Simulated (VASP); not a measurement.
# CsSnI3: Cs into a neighbouring Cs vacancy, part 4 of 4

Aim: the barrier for one hop in CsSnI3: Cs into a neighbouring Cs vacancy. The start is a cell from a database of measured crystal structures.

VASP 6.6.1; PBE; plane waves and PAW (Cs_sv, I, Sn).

So far. Step 3 (Relax the start): The run ended after 10 ionic steps, 0.081 eV below its first step, once the forces on the free atoms met EDIFFG = -0.05. Step 4 (Relax the end): The run ended after 9 ionic steps, 0.078 eV below its first step, once the forces on the free atoms met EDIFFG = -0.05.

The database entry behind the starting cell lists a temperature of 500 K, so it need not match the best structure at ambient conditions.

## 5. Nudged elastic band

Images on a straight line between the ends relax across the path, while springs keep them spaced along it.

This cell carries charge -1, set by NELECT and balanced by a uniform background.

INCAR reads:

```
SYSTEM = Cs3Sn4I12
PREC = Normal
ENCUT = 280
EDIFF = 1E-05
NELM = 120
ISMEAR = 0
SIGMA = 0.05
LREAL = Auto
ALGO = Fast
GGA = PE
NELECT = 128
NBANDS = 83
LWAVE = .FALSE.
LCHARG = .FALSE.
LASPH = .TRUE.
IMAGES = 3
SPRING = -5
IBRION = 1
POTIM = 0.3
NSW = 60
EDIFFG = -0.05
ISYM = 0
ISIF = 0
```

POSCAR reads:

```
Cs3Sn4I12
1.0
   -6.2299366195      6.2299366195      6.2299366195
    6.2299366195     -6.2299366195      6.2299366195
    6.2299366195      6.2299366195     -6.2299366195
Cs I Sn
3 12 4
Direct
    0.5026889725      0.5016534050      0.0024132865
    0.5029284014      0.9990141121      0.4996311867
    0.0012128038      0.4997739495      0.5004569462
    0.2562367417      0.2573000519      0.5130591497
    0.7432217370      0.7419297749      0.4844241731
    0.7431080245      0.2575267094      0.0011718798
    0.2555317649      0.7407877938      0.9964789867
    0.2588337261      0.5140300132      0.2556693727
    0.7417099358      0.9951109473      0.2510320269
    0.7442532344      0.4869508264      0.7435295608
    0.2546226074      0.0023945417      0.7454530582
    0.5148346574      0.2570476022      0.2588339259
    0.9991160921      0.7442213881      0.2548649644
    0.9926385111      0.2538634186      0.7387702556
    0.4841198630      0.7452057606      0.7398538462
    0.5014924329      0.5013895656      0.5034420113
    0.0010978370      0.0006894552      0.5016297454
    0.0014989566      0.5003586587      0.0020865728
    0.5004458261      0.0019957264      0.0020317740
```

KPOINTS reads:

```
Automatic mesh
0
Gamma
2 2 2
0 0 0
```

00/POSCAR reads:

```
Cs3Sn4I12
1.0
   -6.2299366195      6.2299366195      6.2299366195
    6.2299366195     -6.2299366195      6.2299366195
    6.2299366195      6.2299366195     -6.2299366195
Cs I Sn
3 12 4
Direct
    0.5026889725      0.5016534050      0.0024132865
    0.5029284014      0.9990141121      0.4996311867
    0.0012128038      0.4997739495      0.5004569462
    0.2562367417      0.2573000519      0.5130591497
    0.7432217370      0.7419297749      0.4844241731
    0.7431080245      0.2575267094      0.0011718798
    0.2555317649      0.7407877938      0.9964789867
    0.2588337261      0.5140300132      0.2556693727
    0.7417099358      0.9951109473      0.2510320269
    0.7442532344      0.4869508264      0.7435295608
    0.2546226074      0.0023945417      0.7454530582
    0.5148346574      0.2570476022      0.2588339259
    0.9991160921      0.7442213881      0.2548649644
    0.9926385111      0.2538634186      0.7387702556
    0.4841198630      0.7452057606      0.7398538462
    0.5014924329      0.5013895656      0.5034420113
    0.0010978370      0.0006894552      0.5016297454
    0.0014989566      0.5003586587      0.0020865728
    0.5004458261      0.0019957264      0.0020317740
```

01/POSCAR reads:

```
Cs3Sn4I12
1.0
   -6.2299366195      6.2299366195      6.2299366195
    6.2299366195     -6.2299366195      6.2299366195
    6.2299366195      6.2299366195     -6.2299366195
Cs I Sn
3 12 4
Direct
    0.6264029325      0.6260501655      0.0011710002
    0.5017913478      0.9988102752      0.4997426501
    0.0007924994      0.4992310750      0.4999616699
    0.2527161753      0.2533884388      0.5065509201
    0.7470491306      0.7451949747      0.4924935042
    0.7470653251      0.2534048894      0.0013380032
    0.2521247935      0.7448676055      0.9974859276
    0.2553397620      0.5108067890      0.2557171852
    0.7447021360      0.9990032470      0.2523450416
    0.7467971330      0.4902744532      0.7440158211
    0.2520545508     -0.0011033834      0.7448772668
    0.5114179903      0.2537938912      0.2588178366
    1.0020522105      0.7461938306      0.2558768943
    0.9906039010      0.2507167184      0.7399745591
    0.4879153392      0.7483801876      0.7406936210
    0.5010551812      0.5011868973      0.5027102018
    0.0004098598      0.0008892824      0.5010732215
    0.0012980364      0.5008825454      0.0018122648
    0.5000072323      0.0019002119      0.0011855420
```

02/POSCAR reads:

```
Cs3Sn4I12
1.0
   -6.2299366195      6.2299366195      6.2299366195
    6.2299366195     -6.2299366195      6.2299366195
    6.2299366195      6.2299366195     -6.2299366195
Cs I Sn
3 12 4
Direct
    0.7501168925      0.7504469260     -0.0000712861
    0.5006542942      0.9986064383      0.4998541134
    0.0003721951      0.4986882006      0.4994663936
    0.2491956088      0.2494768256      0.5000426904
    0.7508765242      0.7484601744      0.5005628354
    0.7510226257      0.2492830694      0.0015041267
    0.2487178220      0.7489474172      0.9984928684
    0.2518457979      0.5075835647      0.2557649978
    0.7476943363      1.0028955467      0.2536580564
    0.7493410315      0.4935980801      0.7445020815
    0.2494864941     -0.0046013084      0.7443014754
    0.5080013232      0.2505401802      0.2588017474
    1.0049883289      0.7481662730      0.2568888242
    0.9885692910      0.2475700182      0.7411788626
    0.4917108154      0.7515546147      0.7415333958
    0.5006179294      0.5009842290      0.5019783924
   -0.0002781175      0.0010891096      0.5005166976
    0.0010971162      0.5014064321      0.0015379568
    0.4995686384      0.0018046974      0.0003393100
```

03/POSCAR reads:

```
Cs3Sn4I12
1.0
   -6.2299366195      6.2299366195      6.2299366195
    6.2299366195     -6.2299366195      6.2299366195
    6.2299366195      6.2299366195     -6.2299366195
Cs I Sn
3 12 4
Direct
    0.8738308525      0.8748436864     -0.0013135724
    0.4995172406      0.9984026014      0.4999655768
   -0.0000481093      0.4981453261      0.4989711173
    0.2456750424      0.2455652125      0.4935344608
    0.7547039178      0.7517253742      0.5086321666
    0.7549799263      0.2451612494      0.0016702501
    0.2453108506      0.7530272289      0.9994998092
    0.2483518338      0.5043603404      0.2558128103
    0.7506865365      1.0067878464      0.2549710711
    0.7518849300      0.4969217070      0.7449883418
    0.2469184374     -0.0080992335      0.7437256841
    0.5045846562      0.2472864691      0.2587856581
    1.0079244473      0.7501387155      0.2579007540
    0.9865346809      0.2444233179      0.7423831660
    0.4955062915      0.7547290417      0.7423731705
    0.5001806776      0.5007815607      0.5012465829
   -0.0009660947      0.0012889367      0.4999601736
    0.0008961961      0.5019303188      0.0012636488
    0.4991300446      0.0017091828     -0.0005069219
```

04/POSCAR reads:

```
Cs3Sn4I12
1.0
   -6.2299366195      6.2299366195      6.2299366195
    6.2299366195     -6.2299366195      6.2299366195
    6.2299366195      6.2299366195     -6.2299366195
Cs I Sn
3 12 4
Direct
    0.9975448125      0.9992404469     -0.0025558587
    0.4983801870      0.9981987645      0.5000770402
   -0.0004684137      0.4976024516      0.4984758410
    0.2421544760      0.2416535994      0.4870262312
    0.7585313114      0.7549905740      0.5167014977
    0.7589372269      0.2410394294      0.0018363735
    0.2419038792      0.7571070406      1.0005067501
    0.2448578697      0.5011371162      0.2558606228
    0.7536787368      1.0106801461      0.2562840858
    0.7544288286      0.5002453338      0.7454746021
    0.2443503808     -0.0115971586      0.7431498927
    0.5011679891      0.2440327581      0.2587695688
    1.0108605657      0.7521111579      0.2589126839
    0.9845000708      0.2412766177      0.7435874695
    0.4993017677      0.7579034687      0.7432129453
    0.4997434259      0.5005788924      0.5005147734
   -0.0016540720      0.0014887639      0.4994036497
    0.0006952759      0.5024542055      0.0009893408
    0.4986914508      0.0016136683     -0.0013531539
```

Potentials, in the order of the species: Cs_sv, I and Sn (PBE family, release 64).

On the command line:

```bash
$ mpirun -np 3 vasp_std
```

Output:

```text
[banner, memory and clock lines left out]
running    3 mpi-ranks, on    1 nodes
 each image running on    1 cores
[...]
01/POSCAR found :  3 types and      19 ions
 LDA part: xc-table for (Slater+PW92), standard interpolation
[...]
00/POSCAR found :  3 types and      19 ions
[...]
04/POSCAR found :  3 types and      19 ions
 POSCAR, INCAR and KPOINTS ok, starting setup
[...]
entering main loop
       N       E                     dE             d eps       ncg     rms          rms(c)
DAV:   1     0.654049502722E+03    0.65405E+03   -0.32910E+04  1384   0.744E+02
DAV:   2     0.212661016849E+02   -0.63278E+03   -0.61372E+03  1723   0.166E+02
DAV:   3    -0.492842940524E+02   -0.70550E+02   -0.70095E+02  1584   0.625E+01
DAV:   4    -0.514293812225E+02   -0.21451E+01   -0.21406E+01  1776   0.128E+01
BRMIX: very serious problems
 the old and the new charge density differ
 old charge density:   127.00000 new  127.99999
DAV:   5    -0.514630051430E+02   -0.33624E-01   -0.33608E-01  1696   0.167E+00BRMIX: very serious problems
 the old and the new charge density differ
 old charge density:   127.00000 new  127.99999
    0.849E+00
BRMIX: very serious problems
 the old and the new charge density differ
 old charge density:   127.00000 new  127.99999
RMM:   6    -0.501289934924E+02    0.13340E+01   -0.19289E+00  1328   0.231E+00    0.516E+00
RMM:   7    -0.500517828284E+02    0.77211E-01   -0.19327E+00  1328   0.236E+00    0.204E+00
RMM:   8    -0.500588279203E+02   -0.70451E-02   -0.16782E-01  1328   0.949E-01    0.299E-01
RMM:   9    -0.500593800033E+02   -0.55208E-03   -0.26371E-02  1384   0.365E-01    0.267E-01
RMM:  10    -0.500608831339E+02   -0.15031E-02   -0.59806E-03  1406   0.191E-01    0.664E-02
RMM:  11    -0.500609950993E+02   -0.11197E-03   -0.11747E-03  1377   0.888E-02    0.426E-02
RMM:  12    -0.500609965486E+02   -0.14493E-05   -0.27457E-04  1529   0.400E-02    0.234E-02
RMM:  13    -0.500609820516E+02    0.14497E-04   -0.29836E-05   940   0.144E-02    0.552E-03
RMM:  14    -0.500609833949E+02   -0.13433E-05   -0.10497E-05   821   0.790E-03
   1 F= -.50060983E+02 E0= -.50060983E+02  d E =-.500610E+02
[... from here on, the cycles between the ionic steps are left out ...]
   2 F= -.50088317E+02 E0= -.50088317E+02  d E =-.273337E-01
   6 F= -.50243622E+02 E0= -.50243622E+02  d E =-.661533E-02
  11 F= -.50272772E+02 E0= -.50272772E+02  d E =-.561617E-02
  16 F= -.50292809E+02 E0= -.50292809E+02  d E =-.582188E-02
  21 F= -.50309368E+02 E0= -.50309368E+02  d E =-.139327E-03
  26 F= -.50311752E+02 E0= -.50311752E+02  d E =-.286961E-02
  31 F= -.50298669E+02 E0= -.50298669E+02  d E =0.122469E-01
  36 F= -.50300865E+02 E0= -.50300865E+02  d E =0.273716E-02
  41 F= -.50312083E+02 E0= -.50312083E+02  d E =-.574548E-02
  46 F= -.50310619E+02 E0= -.50310619E+02  d E =0.591357E-02
  51 F= -.50311805E+02 E0= -.50311805E+02  d E =-.606039E-02
  56 F= -.50309715E+02 E0= -.50309715E+02  d E =-.102662E-02
  59 F= -.50318418E+02 E0= -.50318418E+02  d E =-.393344E-02
  60 F= -.50305286E+02 E0= -.50305286E+02  d E =0.131314E-01
 BRION: g(F)=  0.251E-02 g(S)=  0.000E+00 retain N=  1 mean eig= 2.25
 eig:   2.251
```

Wall time 1.6 h (3 MPI ranks of AMD EPYC 7R43, shared host); peak memory 1.5 GiB.

Parts of OUTCAR (step 5):

```text
 ion  position               nearest neighbor table
   1  0.626  0.626  0.001-
   2  0.502  0.999  0.500-
   3  0.001  0.499  0.500-
   4  0.253  0.253  0.507-  17 3.11  16 3.12
   5  0.747  0.745  0.492-  16 3.12  17 3.12
   6  0.747  0.253  0.001-  19 3.11  18 3.12
   7  0.252  0.745  0.997-  18 3.11  19 3.12
   8  0.255  0.511  0.256-  18 3.10  16 3.13
   9  0.745  0.999  0.252-  19 3.11  17 3.13
  10  0.747  0.490  0.744-  16 3.10  18 3.13
  11  0.252  0.999  0.745-  17 3.10  19 3.12
  12  0.511  0.254  0.259-  19 3.11  16 3.13
  13  0.002  0.746  0.256-  18 3.11  17 3.13
  14  0.991  0.251  0.740-  17 3.11  18 3.13
  15  0.488  0.748  0.741-  16 3.11  19 3.13
  16  0.501  0.501  0.503-  10 3.10  15 3.11   4 3.12   5 3.12  12 3.13   8 3.13
  17  0.000  0.001  0.501-  11 3.10  14 3.11   4 3.11   5 3.12  13 3.13   9 3.13
  18  0.001  0.501  0.002-   8 3.10  13 3.11   7 3.11   6 3.12  14 3.13  10 3.13
  19  0.500  0.002  0.001-  12 3.11   6 3.11   9 3.11   7 3.12  11 3.12  15 3.13

  tangential force (eV/A)        -0.320662
  left and right image   1.706698  1.708921 A

  tangential force (eV/A)        -0.305671
  left and right image   1.714247  1.713677 A

 k-point     1 :       0.0000    0.0000    0.0000
  band No.  band energies     occupation
    ...
     60       0.4034      2.00000
     61       0.4245      2.00000
     62       1.1398      2.00000
     63       1.3022      2.00000
     64       1.3074      2.00000
     65       2.6298      0.00000
     66       2.7797      0.00000
     67       2.7830      0.00000
     68       2.8966      0.00000
     69       2.8981      0.00000
    ...

 POSITION                                       TOTAL-FORCE (eV/Angst)
 -----------------------------------------------------------------------------------
     -0.00307     -0.01397      7.80871         0.009738      0.003093     -0.305926
      6.22035      0.01000      6.25481         0.000225     -0.001162      0.020635
      6.22586      0.00149      0.01960         0.001916     -0.000321      0.022200
      3.23153      3.21523      0.03944         0.055438      0.055791      0.027347
      2.98890      3.01461      6.26970        -0.060658     -0.052001      0.023067
     -3.00637      3.02314      6.26885         0.056955     -0.055754      0.030003
      9.19999      3.21838      0.04079        -0.057562      0.053911      0.022880
      3.15849      0.00117      3.14192        -0.012198      0.002256     -0.006387
      3.39933     -0.00409      9.46063        -0.035683      0.007014      0.042447
      2.83210      6.23139      3.23204         0.030704      0.001611      0.042271
      9.29568     -0.00075      3.13215         0.008388     -0.008633     -0.008503
      0.00788      3.19402      3.10217         0.001260     -0.013563     -0.022914
      6.23200     -2.82804      3.23387        -0.001668     -0.029901      0.044522
      0.00314      9.25198      3.09375         0.007576      0.010091     -0.024710
[...]
-----------------------------------------------------------------------------------
    total drift:                               -0.009960     -0.018287      0.033464

  FREE ENERGIE OF THE ION-ELECTRON SYSTEM (eV)
  ---------------------------------------------------
  free  energy   TOTEN  =       -50.3052863705 eV

  energy  without entropy=      -50.3052863705  energy(sigma->0) =      -50.30528637

  tangential force (eV/A)        -0.349591
  left and right image   1.691271  1.698716 A

[... 5 parts as in an earlier step ...]

[... 9 further parts left out ...]
[key lines of the parts left out:]
E-fermi :   2.1637
```

CONTCAR:

```
Cs3Sn4I12
   1.00000000000000
    -6.2299366195000001    6.2299366195000001    6.2299366195000001
     6.2299366195000001   -6.2299366195000001    6.2299366195000001
     6.2299366195000001    6.2299366195000001   -6.2299366195000001
  Cs              I               Sn
     3    12     4
Direct
     0.6255870400862582    0.6264617767045407   -0.0013679453595757
     0.5027992945901504    1.0012266766420947    0.5000332125733469
     0.0016926693316966    0.5012458828068495    0.4997920397413145
     0.2612126983298735    0.2625202858673686    0.5174018682199704
     0.7451364018430925    0.7430733073237439    0.4818275743714193
     0.7457531541668622    0.2618390558504859    0.0013460175379912
     0.2615731977975573    0.7416430011676254    0.9966686990686902
     0.2522569816400788    0.5056565198205503    0.2535866131637681
     0.7589601179343444    1.0321100998258825    0.2724942633888981
     0.7595130416349625    0.4866938231877064    0.7274142925217566
     0.2513186811471375    0.9974282288563565    0.7459895180201265
     0.5053176694938437    0.2496052969856123    0.2569773515819380
     0.0325708108930342    0.7597084297410416    0.2731941766123920
     0.9908396907868804    0.2485492517786685    0.7427943090060797
     0.4855932137291925    0.7607780402430564    0.7259519320458498
     0.4983840044609061    0.4989134891009171    0.4929207650113230
     0.0066385727561597    0.0078415040909347    0.5100799725376904
     0.0068207319542733    0.4991003019163196    0.0013087835575970
     0.4977375180787259    0.0079359816113582    0.0011102862308514
```

The band used up its steps before its forces met the threshold, so no barrier is taken from it.

## 6. Outcome

```json
{
 "result": "none"
}
```

The session ends without its result: «nudged elastic band» at charge -1 used up its steps.

[Lines on the potential files, build, host, timing and source positions are cut from VASP's logs without a mark.]

[Logs are printed without paths, hosts, clocks, repeated set-up lines and the standing remarks that a program may print on its own settings, such as how far it seeks lower states.]

[Hosts, paths, dates, database ids (printed as entryN), source tags and the programs' standing remarks are cut or masked in the printed files.]

[Runs that stopped without an error message from VASP are left out.]
